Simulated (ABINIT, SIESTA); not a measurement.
Given: the input of a run of ABINIT 10.8.3 (patched build) on PbO2. Atoms were shifted at random by some hundredths of an Å from the given cell, which wasn't relaxed again for these runs. The cell comes from a database or a generator and needn't be the stable form of this composition.

The input run.abi:

```
# Pseudopotentials
pp_dirpath "./"
pseudos "Pb.upf, O.upf"

# Structure
acell 7.2210096223 7.2210096223 7.2210096223
rprim
     0.0000000000     0.7071067812     0.7071067812
     0.7071067812     0.0000000000     0.7071067812
     0.7071067812     0.7071067812     0.0000000000
ntypat 2
znucl 82 8
natom 3
typat 1 2 2
xred
    -0.0038920000     0.0019790000     0.0053630000
     0.7454200000     0.7468610000     0.7419540000
     0.2379960000     0.2722400000     0.2412150000
chkprim 0
chksymtnons 0
tolsym 1.0e-6

# Plane-wave basis
ecut 42.0

# k points
kptopt 1
ngkpt 9 9 9
nshiftk 1
shiftk 0.0 0.0 0.0

# Exchange and correlation
ixc -116133

# Bands and occupations
nband 17
occopt 3
tsmear 0.05 eV

# SCF cycle
nstep 100
tolvrs 1.0e-10

# Output
iomode 3
prtwf 0
prtden 0
prteig 0
prtebands 0
enunit 1
```

Potentials or basis: PseudoDojo NC SR PBEsol v0.4.1 standard.

Command:

```bash
$ abinit run.abi > log 2>&1
```

Problem. What does the same run look like in SIESTA 5.4.2? Potentials or basis there: files PseudoDojo sr-pbesol-0.4.1-standard, DZP (energy shift 0.003 Ry; two zetas on semicore shells).

Solution. As run (cutoffs and basis follow the program's own potentials, and thresholds, step limits or extra output files can differ):

PbO2.fdf

```
SystemName                      PbO2
SystemLabel                     PbO2
NumberOfSpecies                 2
NumberOfAtoms                   3
%block ChemicalSpeciesLabel
  1  82 Pb
  2   8 O
%endblock ChemicalSpeciesLabel

LatticeConstant                 1.0 Ang
%block LatticeVectors
     0.0000000000     2.7019920000     2.7019920000
     2.7019920000     0.0000000000     2.7019920000
     2.7019920000     2.7019920000     0.0000000000
%endblock LatticeVectors
AtomicCoordinatesFormat         Fractional
%block AtomicCoordinatesAndAtomicSpecies
    -0.0038920000     0.0019790000     0.0053630000  1  Pb
     0.7454200000     0.7468610000     0.7419540000  2  O
     0.2379960000     0.2722400000     0.2412150000  2  O
%endblock AtomicCoordinatesAndAtomicSpecies

%block kgrid.MonkhorstPack
    9   0   0  0.0
    0   9   0  0.0
    0   0   9  0.0
%endblock kgrid.MonkhorstPack
XC.Functional                   GGA
XC.Authors                      PBEsol
PAO.BasisSize                   DZP
PAO.EnergyShift                 0.003 Ry
Mesh.Cutoff                     800 Ry
OccupationFunction              FD
ElectronicTemperature           0.05 eV
MaxSCFIterations                120
SCF.MustConverge                false
SCF.Mixer.Method                Pulay
SCF.Mixer.Weight                0.25
SCF.Mixer.History               8
SCF.DM.Tolerance                5.0e-05
SCF.H.Tolerance                 1.0e-03 eV
WriteForces                     true
Charge.Mulliken                 end
%block PAO.Basis
  Pb 4
  n=6 0 2
    6.155 0.000
  n=6 1 2
    8.826 0.000
  n=5 2 2
    4.164 0.000
  n=6 2 1
    8.826
%endblock PAO.Basis
```

Potentials or basis: PseudoDojo 0.4 standard (PBEsol files), converted to PSML, two zetas on semicore shells, DZP (energy shift 0.003 Ry; two zetas on semicore shells).

Command:

```sh
$ siesta < PbO2.fdf > PbO2.out 2>&1
```

Both were run:

|  | ABINIT | SIESTA |
| --- | --- | --- |
| Pressure | -4.4 GPa | -0.8 GPa |
| Largest force | 0.496 eV/Å | 0.569 eV/Å |

The two runs disagree by more than potentials and bases usually give (in gap, levels, pressure or energy); the cause wasn't traced.

Pressure is positive in compression.
